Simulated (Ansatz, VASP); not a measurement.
# GaN: VASP beside Ansatz

File POSCAR:

```
GaN
1.0
    2.6955546006      0.0000000000      0.0000000000
    0.0000000000      2.6955546006      0.0000000000
    0.0000000000      0.0000000000      2.6955546006
Ga N
1 1
Direct
    0.0000000000      0.0000000000      0.0000000000
    0.5000000000      0.5000000000      0.5000000000
```

The input INCAR.step1:

```
PREC = Accurate ; ENCUT = 520
ISMEAR = -1 ; SIGMA = 0.02
LREAL = False ; LASPH = True
NELM = 100 ; NBANDS = 16
GGA = PE ; ALGO = Normal
EDIFF = 1E-4 ; LWAVE = True
LCHARG = False
```

File INCAR.step2:

```
PREC = Accurate ; ENCUT = 520
EDIFF = 1E-6 ; ISMEAR = -1
SIGMA = 0.02 ; LREAL = False
LASPH = True ; NELM = 100
ALGO = Normal ; ISIF = 2
LWAVE = False ; LCHARG = False
METAGGA = R2SCAN ; LMIXTAU = True
NBANDS = 16 ; ISTART = 1
```

File KPOINTS:

```
Automatic mesh
0
Gamma
  6 6 6
```

Input for Ansatz:

```yaml
crystal:
  lattice:
    - [2.6955546006, 0.0, 0.0]
    - [0.0, 2.6955546006, 0.0]
    - [0.0, 0.0, 2.6955546006]
  atoms:
    - { symbol: Ga, position: [0.0, 0.0, 0.0] }
    - { symbol: "N", position: [0.5, 0.5, 0.5] }
kpoints:
  mp_grid: { grid: [6, 6, 6] }
hamiltonian:
  xc: r2scan
scf:
  occupations: { method: fermi_dirac, width: 0.02 }
  n_extra_bands: 4
output:
  forces: true
  stress: true
  eigenvalues: true
accuracy: low
```

Alike in both runs: task single point; functional r2SCAN; k mesh 6 × 6 × 6; occupations fermi-dirac, width 0.02 eV; no spin polarisation.

|  | VASP | Ansatz |
| --- | --- | --- |
| version | VASP 6.6.1 | Ansatz 0.2.0 |
| potentials or method | VASP PAW PBE potentials, release 64 (Ga_d, N) | plane waves |
| plane-wave cutoff (eV) | 520 | 500 |
| valence electrons in the cell | 18 | 18 |

Ansatz gave:

| Quantity | Value |
| --- | --- |
| pressure (GPa) | 0.4 |

Task: Which values does VASP return?

Result: Pressure (GPa): 1.0.

Caveats: the k mesh is coarse (spacing up to 0.39 Å⁻¹), so the values aren't converged; the PAW data sets were made with another functional, which shifts forces and pressure a little (VASP).
